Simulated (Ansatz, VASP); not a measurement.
**AlN: VASP beside Ansatz**

```
Al N
1.0
     0.00000    1.96189    2.08396
     1.96189    0.00000    2.08396
     1.96189    1.96189    0.00000
Al N
1 1
Direct
  0.50000 0.50000 0.50000
  0.00000 0.00000 0.00000
```

Alike in both runs: task single point; functional PBEsol; k mesh 10 × 10 × 10; occupations gaussian, width 0.02 eV; no spin polarisation.

```csv
,VASP,Ansatz
version,VASP 6.6.1,Ansatz 0.2.0
potentials or method,"VASP PAW PBE potentials, release 64 (Al, N)","scalar-relativistic, plane waves, PAW"
plane-wave cutoff (eV),520,420
valence electrons in the cell,8,8
```

|  | VASP | Ansatz | Ansatz less VASP |
| --- | --- | --- | --- |
| gap on the k mesh at the Fermi level (eV) | 4.44 | 4.45 | +0.006 |
| least direct gap on the mesh (eV) | 5.78 | 5.76 | -0.023 |
| pressure (GPa) | 10.5 | 10.6 | +0.06 |
| largest component of the traceless stress (GPa) | 12.89 | 12.80 | -0.084 |

Caveats: the PAW data sets were made with another functional, which shifts forces and pressure a little (VASP). A k mesh can miss the band edges.
